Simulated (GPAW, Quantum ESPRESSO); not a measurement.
This is a calculation of TiSi2 for GPAW 26.7.0 (ASE script). The cell comes from a database or a generator and needn't be the stable form of this composition.

File run.py:

```python
from ase import Atoms
from ase.dft.bandgap import bandgap
from ase.io import write
from ase.units import Bohr, GPa
from gpaw import GPAW, PW, setup_paths
from gpaw.elf import elf_from_dft_calculation

setup_paths.insert(0, '.')

atoms = Atoms(['Ti', 'Ti', 'Si', 'Si', 'Si', 'Si'],
              cell=[[1.765105025, -6.759281535, 0.0],
                    [1.765105025, 6.759281535, 0.0],
                    [0.0, 0.0, 3.56517397]],
              scaled_positions=[[0.10311808, 0.89688192, 0.25],
                                [0.89688192, 0.10311808, 0.75],
                                [0.75031482, 0.24968518, 0.25],
                                [0.24968518, 0.75031482, 0.75],
                                [0.44174855, 0.55825145, 0.25],
                                [0.55825145, 0.44174855, 0.75]],
              pbc=True)

calc = GPAW(mode=PW(600),
            xc='PBEsol',
            kpts={'size': (8, 8, 8), 'gamma': True},
            occupations={'name': 'fermi-dirac', 'width': 0.05},
            nbands=38,
            convergence={'density': 1e-05, 'energy': 1e-05},
            maxiter=150,
            txt='gpaw.txt')
atoms.calc = calc
energy = atoms.get_potential_energy()
forces = atoms.get_forces()
stress = atoms.get_stress()
calc.write('gs.gpw')
write('result.traj', atoms)
print(f'Energy: {energy:.6f} eV')
print('Forces (eV/A):')
print(forces.round(4))
print('Stress (GPa):', (stress / GPa).round(3))
print('Fermi level:', round(calc.get_fermi_level(), 4), 'eV')
print(f'Gap: {bandgap(calc)[0]:.4f} eV, direct: {bandgap(calc, direct=True)[0]:.4f} eV')

# fields on the real-space grid
write('density.cube', atoms, data=calc.get_pseudo_density() * Bohr**3)
write('potential.cube', atoms, data=calc.get_electrostatic_potential())
write('elf.cube', atoms, data=elf_from_dft_calculation(calc).data)
```

Potentials or basis: PAW data sets generated in the run's folder for this functional, pw.

Run with:

```bash
$ gpaw-setup -f PBEsol Si Ti
$ OMP_NUM_THREADS=1 python run.py
```

**Question.** What does the same run look like in Quantum ESPRESSO 7.5? Potentials or basis there: GBRV 1.5 PBEsol, cutoff 612 eV.

**Answer.** As run (cutoffs and basis follow the program's own potentials, and thresholds, step limits or extra output files can differ):

Contents of pw.in:

```
&CONTROL
  calculation = 'scf'
  prefix = 'pwscf'
  outdir = './tmp'
  pseudo_dir = './pseudo'
  tprnfor = .true.
  tstress = .true.
  disk_io = 'low'
/
&SYSTEM
  ibrav = 0
  celldm(1) = 8
  nat = 6
  ntyp = 2
  ecutwfc = 45
  ecutrho = 360
  nbnd = 28
  occupations = 'smearing'
  smearing = 'fd'
  degauss = 0.00367493
/
&ELECTRONS
  conv_thr = 1.2d-09
  electron_maxstep = 120
  mixing_beta = 0.5
/
ATOMIC_SPECIES
Ti    47.8670 ti_pbesol_v1.4.uspp.F.UPF
Si    28.0850 si_pbesol_v1.uspp.F.UPF
CELL_PARAMETERS alat
  0.4169456348063  -1.5966488625488   0.0000000000000
  0.4169456348063   1.5966488625488   0.0000000000000
  0.0000000000000   0.0000000000000   0.8421502987431
ATOMIC_POSITIONS crystal
Ti     0.1031180800    0.8968819200    0.2500000000
Ti     0.8968819200    0.1031180800    0.7500000000
Si     0.7503148200    0.2496851800    0.2500000000
Si     0.2496851800    0.7503148200    0.7500000000
Si     0.4417485500    0.5582514500    0.2500000000
Si     0.5582514500    0.4417485500    0.7500000000
K_POINTS automatic
8 8 8 0 0 0
```

pp_density.in

```
&INPUTPP
  prefix = 'pwscf'
  outdir = './tmp'
  filplot = 'density.dat'
  plot_num = 0
/
&PLOT
  nfile = 1
  filepp(1) = 'density.dat'
  iflag = 3
  output_format = 6
  fileout = 'density.cube'
/
```

The input pp_potential.in:

```
&INPUTPP
  prefix = 'pwscf'
  outdir = './tmp'
  filplot = 'potential.dat'
  plot_num = 11
/
&PLOT
  nfile = 1
  filepp(1) = 'potential.dat'
  iflag = 3
  output_format = 6
  fileout = 'potential.cube'
/
```

Potentials or basis: GBRV 1.5 PBEsol.

Run with:

```console
$ OMP_NUM_THREADS=1 mpirun -n 2 pw.x -nk 2 -in pw.in > pw.out
$ OMP_NUM_THREADS=1 mpirun -n 1 pp.x -in pp_density.in > pp_density.out
$ OMP_NUM_THREADS=1 mpirun -n 1 pp.x -in pp_potential.in > pp_potential.out
```

Both were run:

|  | GPAW | Quantum ESPRESSO |
| --- | --- | --- |
| Pressure | -1.7 GPa | -2.2 GPa |
| Largest force | 0.219 eV/Å | 0.200 eV/Å |

Pressure is positive in compression.
